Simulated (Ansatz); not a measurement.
**How far is PAW off for Os?**

```
CELL_PARAMETERS angstrom
2.73410 0.00000 0.00000
-1.36705 2.36780 0.00000
0.00000 0.00000 4.31970
ATOMIC_POSITIONS crystal
Os 0.33333 0.66667 0.25000
Os 0.66667 0.33333 0.75000
```

Atom numbers follow the list: Os1, Os2.

The geometry is COD entry 9017843, unchecked; take it as a test cell.

Spin–orbit coupling is left out, though it moves levels of the heavy atoms by tenths of an eV or more.

Methods: DFT, PBE, PAW with Ansatz's default frozen-core files, scalar-relativistic (Ansatz 0.2.0); DFT, PBE, all-electron PAW with datasets made for the crystal, scalar-relativistic (Ansatz 0.2.0); DFT, PBE, all-electron LAPW, scalar-relativistic (Ansatz 0.2.0).

For PAW: a Γ-centred 17×17×10 k mesh, Fermi–Dirac smearing of 0.08 eV, cutoff 420 eV, no spin polarisation. The crystal-made all-electron datasets (AE datasets) take a cutoff of 320 eV at this cell. LAPW targets a basis error of 1 meV/atom. The Ansatz runs share mesh, smearing and spin set-up. Plane-wave (PAW) pressures include the program's estimate of the Pulay term.

Stress and pressure are positive in compression.

Spin–orbit coupling is left out, which moves gradients at and beside heavy atoms by some per cent and at worst by a factor of two.

In a metal, gradients converge slowly with the k mesh: the values move by tens of per cent from one mesh to another, at times in sign, so only the comparison on one mesh counts.

Levels count from the Fermi level.

```csv
quantity,PAW,AE datasets,LAPW
pressure (GPa),8.78,8.76,8.76
stress xx (GPa),8.83,8.81,8.81
stress zz (GPa),8.68,8.65,8.66
highest filled level at A (eV),-3.294,-3.292,-3.292
lowest empty level at A (eV),0.870,0.871,0.871
highest filled level at H (eV),-1.410,-1.410,-1.410
lowest empty level at H (eV),1.599,1.598,1.598
field gradient Vzz at Os1 (10²¹ V/m²),-6.06,-6.10,–
```

PAW's pressure differs from the LAPW value by +0.02 GPa.
